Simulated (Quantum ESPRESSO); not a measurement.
**Re under changes of volume**

One of the cells (14.714 Å³/atom); the others are scaled copies at fixed shape and fractional positions:

```xyz
2
Lattice="2.7608 0.0000 0.0000 -1.3804 2.3909 0.0000 0.0000 0.0000 4.4582" Properties=species:S:1:pos:R:3 pbc="T T T"
Re    1.3804    0.7970    3.3436
Re    0.0000    1.5939    1.1145
```

- Program: Quantum ESPRESSO 7.5
- Functional: LDA
- Potentials or basis: PseudoDojo 0.4.1 SR LDA standard
- Cutoff: 980 eV
- Density cutoff: 3918 eV
- k mesh: 11 × 11 × 6
- Occupations: fermi-dirac, width 0.05 eV
- Spin: no spin polarisation

```csv
volume (Å³/atom),energy over the lowest point (meV/atom),pressure (GPa)
13.831,?,?
14.125,1.43,5.1
14.420,0.00,-3.3
14.714,13.18,-10.8
15.008,39.47,-17.6
15.303,77.45,-23.6
15.597,125.90,-29.0
```

Problem. What does the run at 13.831 Å³/atom give?

Solution. Energy over the lowest point 19.17 meV/atom; pressure 14.4 GPa.

Worked out: A Birch-Murnaghan fit of order 3 (a polynomial in V^(-2/3)) to the other rows has its minimum at 14.30 Å³/atom with B0 = V·E''(V) = 404 GPa and B' = 4.4 at fixed shape and positions, which overstates the stiffness. It gives 19.16 meV/atom at 13.831 Å³/atom, against the run's 19.17, and -dE/dV = 14.4 GPa, against 14.4.

Energies are extrapolated to zero smearing.
